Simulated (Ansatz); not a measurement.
A trial cell of CdS, before relaxation:

```
Cd S
1.0
     3.79499    0.00000    0.00000
    -1.89749    3.28656    0.00000
     0.00000    0.00000    6.25258
Cd S
2 2
Cartesian
  0.0000 2.1910 4.6894
  1.8975 1.0955 1.5631
  0.0000 0.0000 0.0000
  0.0000 0.0000 3.1263
```

Theory: DFT PBE, scalar-relativistic, plane waves, PAW in Ansatz. Cutoff 420 eV, Gaussian smearing, Γ-centred meshes. Cell and atoms relax first on a coarse mesh and then on a finer one. In between, the cell is made exact in the group found at 0.06 Å. In metals the finer mesh still leaves noise of several meV/atom or more. The steps can't lower the symmetry of their start. No spin polarisation.

A guess keeps its type if space group and coordination stay and the shape of the cell changes little (axis ratios within about 15 %, angles within 6°); the volume may change.

Problem. Will the relaxed cell still be of the starting type?

Solution. It keeps its type. The symmetry stays P6_3/mmc (No. 194). The end has the anti-nickel arsenide type. The volume per atom grows by 8.9 %, from 19.5 to 21.2 Å³. The shortest distance goes from 2.69 Å (Cd–S) to 2.77 Å (Cd–S). The ratio c/a of the conventional cell changes by a factor of 1.09. Counting neighbours within 15 % of an atom's shortest distance, the start has Cd 6, S 6 and the end Cd 6, S 6.

The zero of energy is the elements' standard structures at the same level; no fitted shifts are applied.

Problem. At what energy does it end?

Solution. −0.36 eV/atom. Whether it is stable depends on the other phases of the system, which aren't compared here.

The last run used a 12×12×8 mesh (in the run's order of axes) for its 4-atom cell and Gaussian smearing of 0.10 eV. The reference form of S is held partly by dispersion forces, which this level lacks. Symmetry constrained the relaxation, so the result can be a saddle point.
